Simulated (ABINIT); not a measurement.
InP:

```xyz
2
Lattice="0.0000 2.9305 2.9305 2.9305 0.0000 2.9305 2.9305 2.9305 0.0000" Properties=species:S:1:pos:R:3 pbc="T T T"
In    0.0000    0.0000    0.0000
P     4.3957    4.3957    4.3957
```

Base run:

| Item | Value |
| --- | --- |
| Program | ABINIT 10.8.3 (patched build) |
| Functional | PBE |
| Potentials or basis | PseudoDojo NC SR PBE v0.4.1 standard |
| Cutoff | 952 eV |
| k mesh | 6 × 6 × 6 |
| Occupations | fermi-dirac, width 0.05 eV |
| Spin | no spin polarisation |

Its results: band gap on the k mesh 0.71 eV, direct; pressure 3.4 GPa.

Question: The run is repeated on the same cell with these changes: potentials or basis from PseudoDojo NC SR PBE v0.4.1 standard to PseudoDojo NC SR PBE v0.4 stringent; cutoff from 952 eV to 1007 eV; valence electrons from 18 to 26. What comes out?

Answer: Band gap on the k mesh 0.71 eV, direct; pressure 2.8 GPa.

Caveats: spin-orbit coupling is left out, which moves the levels of the heavy elements.

A k mesh can miss the band edges.

Not every run made on this cell is shown here.
